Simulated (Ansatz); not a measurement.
A calculation with Ansatz 0.2.0 of NiO2 (ASE script, structure from a CIF):

Contents of run.py:

```python
import json

import ase.io
import numpy as np
from ase.calculators.calculator import CalculationFailed, Calculator
from ase.stress import full_3x3_to_voigt_6_stress
from ase.units import GPa

import ansatz as az

class AnsatzCalculator(Calculator):
    implemented_properties = ["energy", "free_energy", "forces", "stress", "magmom"]

    def calculate(self, atoms, properties, system_changes):
        super().calculate(atoms, properties, system_changes)
        structure = atoms.copy()
        structure.set_constraint()
        structure.set_momenta(None)
        structure.set_masses(None)
        outcome = (
            az.Crystal.from_ase(structure)
            .calculation()
            .basis(xc_grid=2)
            .kpoints(11, 11, 6)
            .functional("pbesol")
            .pseudopotentials(kind="paw", source="ansatz")
            .hubbard(projectors="all-electron-atomic")
            .hubbard("Ni", "d", u_eff=6.0)
            .spin("collinear")
            .scf(tolerance=2e-10)
            .occupations(method="methfessel_paxton", width=0.05)
            .forces()
            .stress()
            .run(threads=2)
        )
        if not outcome.report["converged"]:
            raise CalculationFailed("SCF not converged")
        report = outcome.report
        self.results = {
            "free_energy": report["lagrangian_ev"],
            "energy": report["lagrangian_ev"],
            "forces": np.array(report["forces_ev_ang"]),
            "stress": -GPa * full_3x3_to_voigt_6_stress(report["stress_gpa"]),
            "magmom": report["magnetization_mub"],
        }

np.set_printoptions(precision=5, suppress=True, linewidth=110)
atoms = ase.io.read("NiO2.cif")
atoms.info.pop("occupancy", None)
atoms.set_initial_magnetic_moments([1.0, 0.0, 0.0])
atoms.calc = AnsatzCalculator()
print(f"free energy {atoms.get_potential_energy():.6f} eV")
print("forces (eV/A)", atoms.get_forces(), sep="\n")
print("stress (GPa, Voigt, tension positive)", atoms.get_stress() / GPa, sep="\n")
print(f"moment {atoms.get_magnetic_moment():.4f} muB")
```

File NiO2.cif:

```cif
data_NiO2
_cell_length_a 2.79878187
_cell_length_b 2.79878187
_cell_length_c 4.61827300
_cell_angle_alpha 90.00000000
_cell_angle_beta 90.00000000
_cell_angle_gamma 120.00000000
_space_group_name_H-M_alt 'P-3m1'
_space_group_name_Hall '-P 3 2"'
_space_group_IT_number 164
loop_
_space_group_symop_operation_xyz
'x,y,z'
'-x,-y,-z'
'-y,x-y,z'
'y,-x+y,-z'
'-x+y,-x,z'
'x-y,x,-z'
'y,x,-z'
'-y,-x,z'
'x-y,-y,-z'
'-x+y,y,z'
'-x,-x+y,-z'
'x,x-y,z'
loop_
_atom_site_label
_atom_site_type_symbol
_atom_site_symmetry_multiplicity
_atom_site_Wyckoff_symbol
_atom_site_fract_x
_atom_site_fract_y
_atom_site_fract_z
_atom_site_occupancy
Ni1 Ni 1 b 0.0000000000 0.0000000000 0.5000000000 1
O1 O 2 d 0.3333333333 0.6666666667 0.2939610000 1
```

Potentials or basis: Ansatz PAW earlier set.

Launch:

```sh
$ python run.py
```

The cell comes from a database or a generator and needn't be the stable form of this composition.

Question: Write the same calculation in another form: native input, structure typed inline.

Answer: As run:

The input input.yaml:

```yaml
crystal:
  lattice:
    - [2.79878187, 0.0, 0.0]
    - [-1.399390935, 2.4238161991, 0.0]
    - [0.0, 0.0, 4.618273]
  atoms:
    - { symbol: Ni, position: [0.0, 0.0, 0.5], spin: 1.0 }
    - { symbol: O, position: [0.3333333333, 0.6666666667, 0.293961] }
    - { symbol: O, position: [0.6666666667, 0.3333333333, 0.706039] }
hamiltonian:
  xc: pbesol
  pseudopotentials: { kind: paw, source: ansatz }
  hubbard:
    sites: [{ species: Ni, l: d, u_eff: 6.0 }]
    projectors: all-electron-atomic
magnetization:
  spin_polarized: true
kpoints:
  mp_grid: { grid: [11, 11, 6] }
scf:
  occupations: { method: methfessel_paxton, width: 0.05 }
output:
  forces: true
  stress: true
  eigenvalues: true
```

Potentials or basis: Ansatz PAW earlier set.

Run with:

```bash
$ ansatz run input.yaml --threads 2 --pin off --max-ram 5120MiB --backend cpu --events-out ev --progress --plain --runs-dir out
```

Both were run:

|  | ASE script, structure from a CIF | native input, structure typed inline |
| --- | --- | --- |
| Pressure | -4.9 GPa | -4.9 GPa |
| Largest force | 0.406 eV/Å | 0.406 eV/Å |
| Band gap on the k mesh | 1.36 eV | 1.36 eV, indirect (least direct gap 1.54 eV) |
| Net moment | 0.00 μB per cell | 0.00 μB per cell |
| Absolute moment | 0.00 μB per cell | 0.00 μB per cell |

Keys that steer only the numerical path or the files written may differ.

Caveat: the magnetic or orbital state may not be the lowest; odd divisions of the mesh miss points on the zone boundary, where band edges often lie, so the gap on the mesh can be too wide; the PAW data sets come from PBE, with cores solved anew for the run's functional, which leaves a small shift of forces and pressure; the starting moments weren't kept.
